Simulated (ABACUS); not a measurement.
# Au (Im-3m) in ABACUS: equation of state

How stiff is Au in PBE, and what volume does it want? The cell is scaled to several volumes.

Everything below comes from runs of ABACUS 3.10.1. Logs are shortened: lines on timing, memory, paths and dates and some standing lists are left out, and cuts for length are marked.

## 1. Starting point

Symmetry: Im-3m, No. 229, cubic system. The conventional cell has a = 3.315 Å, b = 3.315 Å, c = 3.315 Å, α = 90.00°, β = 90.00°, γ = 90.00°. Around Au (site symmetry m-3m) lie 8 Au at 2.87 Å.

This isn't the form of Au at room conditions, which is fcc.

## 2. Equation of state, PBE, 17.11 Å³/atom (volume scaled by 0.94)

File INPUT:

```
INPUT_PARAMETERS
suffix              Au
calculation         scf
basis_type          pw
pseudo_dir          ./
symmetry            1
dft_functional      pbe
ecutwfc             76
pseudo_rcut         10
nspin               1
nbands              14
ks_solver           dav
smearing_method     fd
smearing_sigma      0.00367493
scf_thr             1e-08
scf_nmax            100
mixing_type         broyden
mixing_beta         0.7
cal_force           1
cal_stress          1
kpar                4
```

File STRU:

```
ATOMIC_SPECIES
Au 196.9666 Au.upf

LATTICE_CONSTANT
1.8897261246

LATTICE_VECTORS
-1.6234376908 1.6234376908 1.6234376908
1.6234376908 -1.6234376908 1.6234376908
1.6234376908 1.6234376908 -1.6234376908

ATOMIC_POSITIONS
Direct

Au
0.0
1
0.0000000000 0.0000000000 0.0000000000 1 1 1
```

File KPT:

```
K_POINTS
0
Gamma
11 11 11 0 0 0
```

Potentials or basis: PseudoDojo NC SR 0.4.1 PBE standard, plane waves.

Run with:

```
> OMP_NUM_THREADS=1 mpirun -np 4 abacus > log
```

running log:

```text
ABACUS v3.10.1

               Atomic-orbital Based Ab-initio Computation at UStc

 ------------------------------------------------------------------------------------

 READING GENERAL INFORMATION
                           global_out_dir = OUT.Au/
                           global_in_card = INPUT
                               pseudo_dir = ./
                              orbital_dir =
                                    DSIZE = 4
                                    GSIZE = 1

 READING UNITCELL INFORMATION
                                    ntype = 1
                  lattice constant (Bohr) = 1.88973
              lattice constant (Angstrom) = 1

 READING ATOM TYPE 1
                               atom label = Au
                      L=0, number of zeta = 1
                      L=1, number of zeta = 1
                      L=2, number of zeta = 1
             number of atom for this type = 1

                        TOTAL ATOM NUMBER = 1
DIRECT COORDINATES
    atom                   x                   y                   z     mag                  vx                  vy                  vz
taud_Au1            0.0000000000        0.0000000000        0.0000000000  0.0000        0.0000000000        0.0000000000        0.0000000000

                          Volume (Bohr^3) = 115.495
                             Volume (A^3) = 17.1146

 Lattice vectors: (Cartesian coordinate: in unit of a_0)
             -1.62344            +1.62344            +1.62344
             +1.62344            -1.62344            +1.62344
             +1.62344            +1.62344            -1.62344
 Reciprocal vectors: (Cartesian coordinate: in unit of 2 pi/a_0)
                   +0           +0.307988           +0.307988
            +0.307988                  +0           +0.307988
            +0.307988           +0.307988                  +0
 The esolver type has been set to : ksdft_pw

                PAO radial cut off (Bohr) = 10

 Read in pseudopotential file is Au.upf
                     pseudopotential type = NC
          exchange-correlation functional = PBE
                 nonlocal core correction = 1
                        valence electrons = 19
                                     lmax = 3
                           number of zeta = 4
                     number of projectors = 7
                           L of projector = 0
                           L of projector = 0
                           L of projector = 1
                           L of projector = 1
                           L of projector = 2
                           L of projector = 2
                           L of projector = 3
     initial pseudo atomic orbital number = 10

 SETUP THE ELECTRONS NUMBER
            electron number of element Au = 19
      total electron number of element Au = 19
            AUTOSET number of electrons:  = 19
                           occupied bands = 10
                                   NBANDS = 14
                                   NLOCAL = 9

%%%%%%%%%%%%%%%%%%%%%%%%%%%%%%%%%%%%%%%%%%%%%%%%%%%%%%%%%%%%%%%%%%%%%%%%%%%%%%%%%%%%%%%%%%%%%%%%%%%%%%%%%%
 Warning: the number of valence electrons in pseudopotential > 11 for Au: [Xe] 4f14 5d10 6s1
 Pseudopotentials with additional electrons can yield (more) accurate outcomes, but may be less efficient.
 If you're confident that your chosen pseudopotential is appropriate, you can safely ignore this warning.
%%%%%%%%%%%%%%%%%%%%%%%%%%%%%%%%%%%%%%%%%%%%%%%%%%%%%%%%%%%%%%%%%%%%%%%%%%%%%%%%%%%%%%%%%%%%%%%%%%%%%%%%%%

 SETUP THE PLANE WAVE BASIS
 energy cutoff for charge/potential (unit:Ry) = 304
            fft grid for charge/potential = [ 30, 30, 30 ]
                        fft grid division = [ 1, 1, 1 ]
        big fft grid for charge/potential = [ 30, 30, 30 ]
                                     nbxx = 27000
                                     nrxx = 27000

 SETUP PLANE WAVES FOR CHARGE/POTENTIAL
                    number of plane waves = 10185
                         number of sticks = 637

 PARALLEL PW FOR CHARGE/POTENTIAL
     PROC   COLUMNS(POT)             PW
        1            637          10185
 --------------- sum -------------------
        1            637          10185
                            number of |g| = 134
                                  max |g| = 27.3188
                                  min |g| = 0

----------- Double Check Mixing Parameters Begin ------------
mixing_type: broyden
mixing_beta: 0.7
mixing_gg0: 1
mixing_gg0_min: 0.1
mixing_ndim: 8
----------- Double Check Mixing Parameters End ------------

 LATTICE VECTORS: (CARTESIAN COORDINATE: IN UNIT OF A0)
[... 29 lines left out ...]
                   Input type of k points = Monkhorst-Pack(Gamma)
                                   nkstot = 1331
                       right hand lattice = 1
(for reciprocal lattice: )
                             BRAVAIS TYPE = 3
                     BRAVAIS LATTICE NAME = 03. Cubic F (face-centered)
                                    ibrav = 3
                       right hand lattice = 1
(for k-lattice: )
                             BRAVAIS TYPE = 3
                     BRAVAIS LATTICE NAME = 03. Cubic F (face-centered)
                                    ibrav = 3
                       right hand lattice = 1
                        ROTATION MATRICES = 48
                               nkstot_ibz = 56
K-POINTS REDUCTION ACCORDING TO SYMMETRY
     IBZ    DIRECT_X    DIRECT_Y    DIRECT_Z  WEIGHT  ibz2bz
       1  0.00000000  0.00000000  0.00000000  0.0008       0
       2 -0.09090909  0.09090909  0.00000000  0.0090       1
       3 -0.18181818  0.18181818  0.00000000  0.0090       2
       4 -0.27272727  0.27272727  0.00000000  0.0090       3
       5 -0.36363636  0.36363636  0.00000000  0.0090       4
       6 -0.45454545  0.45454545  0.00000000  0.0090       5
[... 22 lines left out ...]
      29 -0.36363636  0.09090909  0.36363636  0.0180     172
      30 -0.36363636  0.27272727  0.18181818  0.0361     173
[... 26 further k points ...]

                               nkstot now = 56
[... K-POINTS DIRECT COORDINATES: 56 rows ...]

           k-point number in this process = 14
       minimum distributed K point number = 14
[... stars of the k points ...]

[... K-POINTS CARTESIAN COORDINATES: 14 rows ...]

[... K-POINTS DIRECT COORDINATES: 14 rows ...]

 SETUP PLANE WAVES FOR WAVE FUNCTIONS
     energy cutoff for wavefunc (unit:Ry) = 76
              fft grid for wave functions = [ 30, 30, 30 ]
                    number of plane waves = 1961
                         number of sticks = 213

 PARALLEL PW FOR WAVE FUNCTIONS
     PROC   COLUMNS(POT)             PW
        1            213           1961
 --------------- sum -------------------
        1            213           1961

 SETUP NONLOCAL PSEUDOPOTENTIALS IN PLANE WAVE BASIS
 Au non-local projectors:
 projector 1 L=0
 projector 2 L=0
 projector 3 L=1
 projector 4 L=1
 projector 5 L=2
 projector 6 L=2
 projector 7 L=3
      TOTAL NUMBER OF NONLOCAL PROJECTORS = 25

 Init Non-Local PseudoPotential table :
 Init Non-Local-Pseudopotential done.

                                     npwx = 1306

 Make real space PAO into reciprocal space.
       max mesh points in Pseudopotential = 1001
     dq(describe PAO in reciprocal space) = 0.01
                                    max q = 1050

 number of pseudo atomic orbitals for Au is 4
WARNING: norm of atomic wavefunction # 4 of atomic type Au is 0.999951, renormalized

 -------------------------------------------
 SELF-CONSISTENT
 -------------------------------------------
                                 init_chg = atomic

 PW ALGORITHM --------------- ION=   1  ELEC=   1--------------------------------
 Notice: Threshold on eigenvalues was too large.
 hsover_error=0.19 > DRHO=0.0613761
 Origin diag ethr = 0.01
 New diag ethr = 0.000323032

 Density error is 0.061434989581
                          Error Threshold = 0.000323032156175
----------------------------------------------------------
     Energy           Rydberg                 eV
----------------------------------------------------------
 E_KohnSham     -296.3759606962      -4032.4018156919
 E_Harris       -299.2829754368      -4071.9537803347
 E_Fermi        1.5452791460         21.0246013856
----------------------------------------------------------
[... 51 lines left out ...]
 Density error is 7.28774732659e-09
                          Error Threshold = 8.53032304515e-09
----------------------------------------------------------
     Energy           Rydberg                 eV
----------------------------------------------------------
 E_KohnSham     -296.3958311154      -4032.6721666152
 E_KS(sigma->0) -296.3956231176      -4032.6693366604
 E_Harris       -296.3950535631      -4032.6615874738
 E_band         -15.3250216284       -208.5076161188
 E_one_elec     -82.3905826249       -1120.9813852384
 E_Hartree      52.2553522973        710.9705422409
 E_xc           -52.1424549449       -709.4344949590
 E_Ewald        -214.1177298474      -2913.2211687493
 E_entropy(-TS) -0.0004159955        -0.0056599095
 E_descf        0.0000000000         0.0000000000
 E_exx          0.0000000000         0.0000000000
 E_Fermi        1.5025645937         20.4434400876
----------------------------------------------------------

 charge density convergence is achieved
 final etot is -4032.6721666 eV
 EFERMI = 20.443440088 eV

 STATE ENERGY(eV) AND OCCUPATIONS    NSPIN == 1
 1/14 kpoint (Cartesian) = 0.0000 0.0000 0.0000 (1289 pws)
       1       -85.0327     0.00150263
       2       -36.2840     0.00150263
       3       -36.2840     0.00150263
       4       -36.2840     0.00150263
       5        10.7615     0.00150263
       6        15.7402     0.00150263
       7        15.7402     0.00150263
       8        15.7402     0.00150263
       9        17.6655     0.00150263
      10        17.6655     0.00150263
      11        37.0483        0.00000
      12        37.0483        0.00000
      13        37.0483        0.00000
      14        44.8407        0.00000
[... 66 lines left out ...]
       1       -85.0200      0.0180316
       2       -36.5012      0.0180316
       3       -36.3636      0.0180316
       4       -36.2815      0.0180316
       5        13.3742      0.0180316
       6        14.6710      0.0180316
       7        17.5004      0.0180316
       8        17.8631      0.0180316
       9        19.1172      0.0180316
      10        19.4555      0.0180316
      11        24.7751    4.27938e-40
      12        33.0478        0.00000
      13        34.6870        0.00000
      14        42.1948        0.00000

[... levels at 8 further k points ...]

------------------------------------------------------------------------------------------
 TOTAL-FORCE (eV/Angstrom)
------------------------------------------------------------------------------------------
                       Au1         0.0000000000         0.0000000000         0.0000000000
------------------------------------------------------------------------------------------

----------------------------------------------------------------
 TOTAL-STRESS (KBAR)
----------------------------------------------------------------
        83.1794321129        -0.0000000000        -0.0000000000
        -0.0000000000        83.1794321129         0.0000000000
         0.0000000000         0.0000000000        83.1794321129
----------------------------------------------------------------
 TOTAL-PRESSURE: 83.179432 KBAR

 --------------------------------------------
 !FINAL_ETOT_IS -4032.6721666151893260 eV
 --------------------------------------------
```

It took 6.8 s on 4 MPI ranks of Intel Xeon Platinum 8259CL at 2.50GHz (Skylake/Cascade Lake), shared host; peak memory 0.24 GiB.

Results:

```yaml
Free_energy: -4032.6722 eV
Pressure: 8.3 GPa
Band_gap_on_the_k_mesh: none (metal or under the smearing width)
```

## 3. Equation of state, PBE, 17.48 Å³/atom (volume scaled by 0.96)

INPUT is that of step 2.

File STRU:

```
ATOMIC_SPECIES
Au 196.9666 Au.upf

LATTICE_CONSTANT
1.8897261246

LATTICE_VECTORS
-1.6348707273 1.6348707273 1.6348707273
1.6348707273 -1.6348707273 1.6348707273
1.6348707273 1.6348707273 -1.6348707273

ATOMIC_POSITIONS
Direct

Au
0.0
1
0.0000000000 0.0000000000 0.0000000000 1 1 1
```

KPT is that of step 2.

Potentials or basis: PseudoDojo NC SR 0.4.1 PBE standard, plane waves.

Run with:

```
> OMP_NUM_THREADS=1 mpirun -np 4 abacus > log
```

It took 7.1 s on 4 MPI ranks of Intel Xeon Platinum 8259CL at 2.50GHz (Skylake/Cascade Lake), shared host; peak memory 0.24 GiB.

It converged, with:

```
Free energy            : -4032.6867 eV
Pressure               : 4.7 GPa
Band gap on the k mesh : none (metal or under the smearing width)
```

## 4. Equation of state, PBE, 17.84 Å³/atom (volume scaled by 0.98)

INPUT is that of step 3.

File STRU:

```
ATOMIC_SPECIES
Au 196.9666 Au.upf

LATTICE_CONSTANT
1.8897261246

LATTICE_VECTORS
-1.6461460541 1.6461460541 1.6461460541
1.6461460541 -1.6461460541 1.6461460541
1.6461460541 1.6461460541 -1.6461460541

ATOMIC_POSITIONS
Direct

Au
0.0
1
0.0000000000 0.0000000000 0.0000000000 1 1 1
```

KPT is that of step 3.

Run with:

```
> OMP_NUM_THREADS=1 mpirun -np 4 abacus > log
```

It took 7.5 s on 4 MPI ranks of Intel Xeon Platinum 8259CL at 2.50GHz (Skylake/Cascade Lake), shared host; peak memory 0.24 GiB.

It converged, with:

```
Free energy            : -4032.6937 eV
Pressure               : 1.6 GPa
Band gap on the k mesh : none (metal or under the smearing width)
```

## 5. Equation of state, PBE, 18.21 Å³/atom

INPUT is that of step 4.

File STRU:

```
ATOMIC_SPECIES
Au 196.9666 Au.upf

LATTICE_CONSTANT
1.8897261246

LATTICE_VECTORS
-1.6572690000 1.6572690000 1.6572690000
1.6572690000 -1.6572690000 1.6572690000
1.6572690000 1.6572690000 -1.6572690000

ATOMIC_POSITIONS
Direct

Au
0.0
1
0.0000000000 0.0000000000 0.0000000000 1 1 1
```

KPT is that of step 4.

Run with:

```
> OMP_NUM_THREADS=1 mpirun -np 4 abacus > log
```

Run time: 3.3 s. Hardware: 4 MPI ranks of Intel Xeon Platinum 8259CL at 2.50GHz (Skylake/Cascade Lake), shared host; peak memory 0.24 GiB.

The run converged. Its results:

| Quantity | Value |
| --- | --- |
| Free energy | -4032.6939 eV |
| Pressure | -1.2 GPa |
| Band gap on the k mesh | none (metal or under the smearing width) |

(Continued in part 2 of 2.)
